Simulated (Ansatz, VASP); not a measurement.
# Al in VASP and in Ansatz

```
CELL_PARAMETERS angstrom
0.00000 2.02481 2.02481
2.02481 0.00000 2.02481
2.02481 2.02481 0.00000
ATOMIC_POSITIONS crystal
Al 0.00000 0.00000 0.00000
```

Alike in both runs: task relaxation of cell and atoms; functional PBEsol; k mesh 11 × 11 × 11; occupations fermi-dirac, width 0.05 eV; no spin polarisation.

|  | VASP | Ansatz |
| --- | --- | --- |
| version | VASP 6.6.1 | Ansatz 0.2.0 |
| potentials or method | VASP PAW PBE potentials, release 64 (Al), cutoff 600 eV | all-electron LAPW, scalar-relativistic |

|  | VASP | Ansatz | Ansatz less VASP |
| --- | --- | --- | --- |
| relaxed volume (Å³/atom) | 16.21 | 16.21 | -0.008 |
| relaxed cell length with the largest relative difference (Å) | 2.841 | 2.841 | -0.0005 |
| energy change over the relaxation (meV/atom) | -2 | -2 | -0.1 |

Ansatz ran all-electron here, so the differences hold the error of VASP's frozen core and of both bases.

Caveats: the PAW data sets were made with another functional, which shifts forces and pressure a little (VASP).
